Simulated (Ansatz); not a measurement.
Reaction (formal exchange of groups at a C–C bond): `CCCCCCCC` + `C=CCC` → `C=CCCCCCCCC` + `CC`

Calculated with Ansatz (gas phase, PBE0-D4/def2-TZVP geometries, no zero-point term in ΔE). CCSD(T)/CBS is the MP2 limit (def2-TZVPP, def2-QZVPP) plus CCSD(T) − MP2 in def2-TZVPP, frozen cores. This one scheme is used for every species. Functionals use def2-TZVPP. Each species was taken in one conformer, which may not be the lowest.

(1) Is it downhill or uphill in electronic energy at CCSD(T)/CBS, and by how much? (An estimate is asked.)

(2) What do these levels give: PBE-D4, PBE0-D4, r2SCAN, HF/def2-TZVPP, SCS-MP2/def2-QZVPP, HF/CBS(def2)? (Best estimate.)

Largest T1 diagnostic among the species: 0.010.

## Answers

(1) Computed: Uphill: ΔE = +12.8 kJ/mol.

(2) The calculation gave: PBE-D4 11.0, PBE0-D4 12.1, r2SCAN 17.2, HF/def2-TZVPP 30.7, SCS-MP2/def2-QZVPP 14.3, HF/CBS(def2) 31.1 kJ/mol.

The D4 term adds −13.0 kJ/mol with B3LYP and −8.7 kJ/mol with PBE0; it sums over pairs of atoms, weighted by their polarisabilities, and B3LYP, whose exchange is more repulsive, gets the larger term. In def2-TZVPP, CCSD(T) changes the Hartree–Fock value by −18.9 kJ/mol (the triples alone add −2.9 kJ/mol) and MP2 by −20.5 kJ/mol.

B3LYP here is the variant with VWN-RPA as its local correlation; programs differ in this.
